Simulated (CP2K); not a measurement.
# NiO in CP2K: the effect of functional

NiO:

```
Ni O
1.0
     3.22943    0.00000    0.00000
     1.61471    2.79676    0.00000
     1.61471    0.93225    2.63681
Ni O
1 1
Direct
  0.00000 0.00000 0.00000
  0.25000 0.25000 0.25000
```

Measurements of this composition are mostly on another form, of space group No. 225.

Alike in all runs:

* Program: CP2K 2026.2
* Potentials or basis: GTH_POTENTIALS Ni GTH-PBE-q18; POTENTIAL_UZH O GTH-PBE-q6; TZVP-MOLOPT-SR-GTH, TZVP-MOLOPT-PBE-GTH basis
* Density cutoff: 13606 eV
* k mesh: 10 × 10 × 10
* Occupations: fermi-dirac, width 0.05 eV
* Spin: collinear spin, ferromagnetic start
* Starting moments: [2.0, 0.0] μB

| functional | pressure (GPa) |
| --- | --- |
| LDA | -18.6 |
| PBEsol | -13.2 |
| rev-vdW-DF2 | ? |
| BLYP | -0.9 |
| PW91 | -7.2 |
| r2SCAN | -11.6 |

**Question.** What does the run with functional rev-vdW-DF2 give?

**Answer.** Pressure -9.5 GPa.

Caveats: the potentials were made for another functional, which shifts forces and pressure; the basis of atomic orbitals isn't converged, which shifts pressures, moduli and gaps; the total moment is fixed, so each spin has its own Fermi level; a cell with one magnetic atom can't hold antiferromagnetic order, which such compounds often take.

Runs at the PBE level aren't shown here.
